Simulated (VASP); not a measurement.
# Ta: equation of state with PBEsol

The system is Ta.

```
CELL_PARAMETERS angstrom
2.90037 0.00000 0.00000
-1.45019 2.51180 0.00000
0.00000 0.00000 5.16627
ATOMIC_POSITIONS crystal
Ta 0.33333 0.66667 0.25000
Ta 0.66667 0.33333 0.75000
```

This isn't the form of Ta at room conditions, which is bcc.

```json
{"Program": "VASP 6.6.1", "Task": "equation of state", "Functional": "PBEsol", "Potentials or basis": "VASP PAW PBE potentials, release 64 (Ta_pv)", "Cutoff": "520 eV", "k mesh": "11 × 11 × 5", "Occupations": "fermi-dirac, width 0.05 eV", "Spin": "no spin polarisation"}
```

```
Equilibrium volume                        : 18.12 Å³/atom
Bulk modulus at fixed shape and positions : 204 GPa
Pressure derivative of the bulk modulus   : 4.0
```

Energy against volume, from the lowest point:
```
volume (Å³/atom)  energy (meV/atom)
          17.689               6.64
          18.066               0.00
          18.442               3.49
          18.819              16.13
          19.195              37.01
          19.571              65.34
          19.948             100.41
```

All runs of the series together: 4.9 min on 1 thread of AMD EPYC 7R43 64-Core Processor (Zen 3), with other jobs on the host.

Caveat: the cell was scaled at fixed shape and fractional positions, which overstates the stiffness of a crystal with free parameters, most of all of layers and chains; the PAW data sets were made with another functional, which shifts forces and pressure a little. Spin-orbit coupling is left out, which matters for the levels of Ta.
